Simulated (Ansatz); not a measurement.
**Pb under changes of volume**

One of the cells (40.672 Å³/atom); the others are scaled copies at fixed shape and fractional positions:

```
CELL_PARAMETERS angstrom
0.00000 3.43900 3.43900
3.43900 0.00000 3.43900
3.43900 3.43900 0.00000
ATOMIC_POSITIONS crystal
Pb 0.25000 0.25000 0.25000
Pb 0.00000 0.00000 0.00000
```

This isn't the form of Pb at room conditions, which is fcc.

```yaml
Program: Ansatz 0.2.0
Functional: HSE06
Potentials_or_basis: Ansatz PAW
Cutoff: "420 eV (not typed: the program's choice for these potentials)"
k_mesh: 4 × 4 × 4
Occupations: fermi-dirac, width 0.05 eV
Spin: no spin polarisation
```

```csv
volume (Å³/atom),energy over the lowest point (meV/atom),pressure (GPa)
38.232,50.12,4.0
39.045,33.00,3.1
39.859,20.00,2.3
40.672,10.57,1.6
41.486,?,?
42.299,0.81,0.4
43.112,0.00,-0.1
```

Question: What does the run at 41.486 Å³/atom give?

Answer: Energy over the lowest point 4.25 meV/atom; pressure 1.0 GPa.

Worked out: A Birch-Murnaghan fit of order 3 (a polynomial in V^(-2/3)) to the other rows has its minimum at 43.00 Å³/atom with B0 = V·E''(V) = 24 GPa and B' = 5.0. It gives 4.26 meV/atom at 41.486 Å³/atom, against the run's 4.25, and -dE/dV = 0.9 GPa, against 1.0.

Energies are extrapolated to zero smearing.

Caveats: all runs use coarse meshes; the PAW data sets come from PBE, with cores solved anew for the run's functional, which leaves a small shift of forces and pressure; the thresholds are loose for stress.
